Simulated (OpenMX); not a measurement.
Ge in OpenMX: convergence with ElectronicTemperature

Input of the first run (ElectronicTemperature 3000 K); the others differ in this setting and in those tied to it:

Contents of Ge.dat:

```
System.CurrrentDirectory             ./
System.Name                          Ge
DATA.PATH                            ./DFT_DATA13
level.of.stdout                      1
level.of.fileout                     1
Species.Number                       1
<Definition.of.Atomic.Species
  Ge  Ge7.0-s2p2d1           Ge_CA13
Definition.of.Atomic.Species>

Atoms.Number                         2
Atoms.SpeciesAndCoordinates.Unit     FRAC
<Atoms.SpeciesAndCoordinates
    1  Ge    0.7356430000    0.7763060000    0.7301910000   2.000  2.000
    2  Ge    0.5085930000    0.5414560000    0.4678320000   2.000  2.000
Atoms.SpeciesAndCoordinates>

Atoms.UnitVectors.Unit               Ang
<Atoms.UnitVectors
     0.0000000000    2.8289100000    2.8289100000
     2.8289100000    0.0000000000    2.8289100000
     2.8289100000    2.8289100000    0.0000000000
Atoms.UnitVectors>

scf.XcType                           LDA
scf.SpinPolarization                 off
scf.ElectronicTemperature            3000.0
scf.energycutoff                     300.0
scf.maxIter                          100
scf.EigenvalueSolver                 band
scf.Kgrid                            7 7 7
scf.Mixing.Type                      rmm-diisk
scf.Init.Mixing.Weight               0.05
scf.Min.Mixing.Weight                0.001
scf.Max.Mixing.Weight                0.3
scf.Mixing.History                   25
scf.Mixing.StartPulay                8
scf.criterion                        1.0e-8
scf.stress.tensor                    on
MD.Type                              nomd
```

Potentials or basis: OpenMX 2013 LDA set, Ge7.0-s2p2d1, grid cutoff 300 Ry.

Run with:

```bash
$ openmx Ge.dat -nt 1 > Ge.std
```

The cell isn't the ideal one: atoms moved at random, drawn with an rms of 0.15 Å.

Hardware: 1 thread of Arm Neoverse V2 (shared host).

Q: The values tried are 3000 K, 2000 K, 1200 K, 800 K, 500 K, 300 K, 150 K, 75 K, loosest first. From which on does the largest force stay within 0.005 eV/Å of the tightest run that finished?

A: From 150 K on.

| ElectronicTemperature | energy less the tightest run, at zero smearing (meV/atom) | pressure (GPa) | largest force (eV/Å) | SCF cycles | CPU time (s) | peak memory (GiB) |
| --- | --- | --- | --- | --- | --- | --- |
| 3000 K | 1.99 | 2.23 | 1.267 | 14 | 25 | 0.37 |
| 2000 K | -0.04 | 2.14 | 1.289 | 15 | 25 | 0.37 |
| 1200 K | -0.28 | 2.09 | 1.303 | 15 | 25 | 0.37 |
| 800 K | -0.21 | 2.08 | 1.309 | 15 | 25 | 0.37 |
| 500 K | -0.11 | 2.08 | 1.309 | 15 | 25 | 0.37 |
| 300 K | -0.05 | 2.09 | 1.306 | 15 | 25 | 0.37 |
| 150 K | -0.01 | 2.10 | 1.302 | 15 | 25 | 0.37 |
| 75 K | 0.00 | 2.11 | 1.298 | 15 | 25 | 0.37 |

Against the tightest run, the energy stays within 1 meV/atom from 2000 K on; the pressure stays within 0.1 GPa from 2000 K on. The tightest run that finished is the yardstick and may itself not be fully converged.

Caveat, for the tightest run too: the basis of atomic orbitals isn't converged, which shifts pressures, moduli and gaps.
